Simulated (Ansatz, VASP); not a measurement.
# Two plane-wave programs on Pd

File INCAR:

```
ALGO     = Normal         # electronic algorithm
EDIFF    = 1E-7           # SCF threshold, eV
ENCUT    = 520            # plane-wave cutoff, eV
GGA      = PE             # functional
ISIF     = 2              # what is computed and relaxed
ISMEAR   = -1             # smearing method
LASPH    = T              # aspherical terms in the spheres
LCHARG   = F              # write CHGCAR
LREAL    = F              # projectors in reciprocal space
LWAVE    = F              # write WAVECAR
NBANDS   = 11             # bands
NELM     = 80             # most SCF steps
PREC     = Accurate       # precision mode
SIGMA    = 0.05           # smearing width, eV
```

Contents of KPOINTS:

```
k-points
0
Gamma
  12 12 12
```

The input POSCAR:

```
Pd
1.0
   -1.5510313546      1.5510313546      1.5510313546
    1.5510313546     -1.5510313546      1.5510313546
    1.5510313546      1.5510313546     -1.5510313546
Pd
1
Direct
    0.0000000000      0.0000000000      0.0000000000
```

The input input.yaml:

```yaml
crystal:
  lattice:
    - [-1.5510313546, 1.5510313546, 1.5510313546]
    - [1.5510313546, -1.5510313546, 1.5510313546]
    - [1.5510313546, 1.5510313546, -1.5510313546]
  atoms:
    - { symbol: Pd, position: [0.0, 0.0, 0.0] }
hamiltonian:
  xc: pbe
  pseudopotentials: { kind: paw }
kpoints:
  mp_grid: { grid: [12, 12, 12] }
scf:
  occupations: { method: fermi_dirac, width: 0.05 }
output:
  forces: true
  stress: true
  eigenvalues: true
```

Change from the starting cell: volume scaled by 0.96.

Alike in both runs: task single point; functional PBE; k mesh 12 × 12 × 12; occupations fermi-dirac, width 0.05 eV; no spin polarisation.

```csv
,VASP,Ansatz
version,VASP 6.6.1,Ansatz 0.2.0
potentials or method,"VASP PAW PBE potentials, release 64 (Pd)",Ansatz PAW
plane-wave cutoff (eV),520,420
valence electrons in the cell,10,18
```

VASP gave:

```
gap on the k mesh at the Fermi level (eV) : none
pressure (GPa)                            : 5.7
```

Q: Estimate Ansatz's values.

A: gap on the k mesh at the Fermi level (eV): none; pressure (GPa): 6.1.

A gap of «none» marks a metal or a gap that the smearing closes. The two sets of potentials don't hold the same shells in valence.
